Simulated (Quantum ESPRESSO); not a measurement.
Wanted: an ASE script for a Quantum ESPRESSO 7.5 run.

| Property | Result |
| --- | --- |
| Task | single point |
| Functional | PBE |
| Potentials or basis | SSSP 1.3 efficiency PBE |
| Cutoff | 748 eV |
| Density cutoff | 5987 eV |
| k mesh | 7 × 7 × 7 |
| Occupations | fermi-dirac, width 0.05 eV |
| Spin | no spin polarisation |
| Mixing beta | 0.5 |
| Most SCF iterations | 120 |
| SCF threshold | 4e-10 Ry |

The structure of TePb lies in TePb.cif:

```cif
data_TePb
_cell_length_a 4.00228700
_cell_length_b 4.00228700
_cell_length_c 4.00228700
_cell_angle_alpha 90.00000000
_cell_angle_beta 90.00000000
_cell_angle_gamma 90.00000000
_space_group_name_H-M_alt 'Pm-3m'
_space_group_name_Hall '-P 4 2 3'
_space_group_IT_number 221
loop_
_space_group_symop_operation_xyz
'x,y,z'
'-x,-y,-z'
'-y,x,z'
'y,-x,-z'
'-x,-y,z'
'x,y,-z'
'y,-x,z'
'-y,x,-z'
'x,-y,-z'
'-x,y,z'
'-y,-x,-z'
'y,x,z'
'-x,y,-z'
'x,-y,z'
'y,x,-z'
'-y,-x,z'
'z,x,y'
'-z,-x,-y'
'z,-y,x'
'-z,y,-x'
'z,-x,-y'
'-z,x,y'
'z,y,-x'
'-z,-y,x'
'-z,x,-y'
'z,-x,y'
'-z,-y,-x'
'z,y,x'
'-z,-x,y'
'z,x,-y'
'-z,y,x'
'z,-y,-x'
'y,z,x'
'-y,-z,-x'
'x,z,-y'
'-x,-z,y'
'-y,z,-x'
'y,-z,x'
'-x,z,y'
'x,-z,-y'
'-y,-z,x'
'y,z,-x'
'-x,-z,-y'
'x,z,y'
'y,-z,-x'
'-y,z,x'
'x,-z,y'
'-x,z,-y'
loop_
_atom_site_label
_atom_site_type_symbol
_atom_site_symmetry_multiplicity
_atom_site_Wyckoff_symbol
_atom_site_fract_x
_atom_site_fract_y
_atom_site_fract_z
_atom_site_occupancy
Pb1 Pb 1 a 0.0000000000 0.0000000000 0.0000000000 1
Te1 Te 1 b 0.5000000000 0.5000000000 0.5000000000 1
```

Measurements of this composition are mostly on another form, of space group No. 225.

One way to write it, as run:

run.py

```python
import numpy as np
from ase.calculators.espresso import Espresso, EspressoProfile
import spglib
from ase import Atoms
from ase.io import read

atoms = read('TePb.cif')
cell, pos, num = spglib.standardize_cell((atoms.cell[:], atoms.get_scaled_positions(), atoms.numbers), to_primitive=True, symprec=1e-4)
atoms = Atoms(numbers=num, cell=cell, scaled_positions=pos, pbc=True)

input_data = {
    'control': {'calculation': 'scf', 'prefix': 'pwscf', 'outdir': './tmp', 'tprnfor': True, 'tstress': True, 'disk_io': 'nowf'},
    'system': {'ecutwfc': 55.0, 'ecutrho': 440.0, 'nbnd': 16, 'occupations': 'smearing', 'smearing': 'fd', 'degauss': 0.00367493},
    'electrons': {'conv_thr': 4e-10, 'electron_maxstep': 120, 'mixing_beta': 0.5},
}
pseudopotentials = {'Pb': 'Pb.pbe-dn-kjpaw_psl.0.2.2.UPF', 'Te': 'Te_pbe_v1.uspp.F.UPF'}
profile = EspressoProfile(command='pw.x', pseudo_dir='pseudo')
dft = Espresso(profile=profile, input_data=input_data, pseudopotentials=pseudopotentials, kpts=(7, 7, 7), koffset=(0, 0, 0))
atoms.calc = dft

print(f'energy {atoms.get_potential_energy():.8f} eV')
print('forces (eV/A)')
print(np.round(atoms.get_forces(), 6))
print('stress (eV/A^3, Voigt)')
print(np.round(atoms.get_stress(), 8))
print(f'Fermi level {dft.get_fermi_level():.4f} eV')
```

Potentials or basis: SSSP 1.3 efficiency PBE.

Launch:

```sh
$ OMP_NUM_THREADS=1 python run.py
```

Results of the run:

| Item | Value |
| --- | --- |
| Pressure | -0.1 GPa |
| Band gap on the k mesh | none (metal or under the smearing width) |

Wall time 42 s on 1 thread of Intel(R) Xeon(R) Processor @ 2.70GHz, with other jobs on the host, peak memory 0.29 GiB.
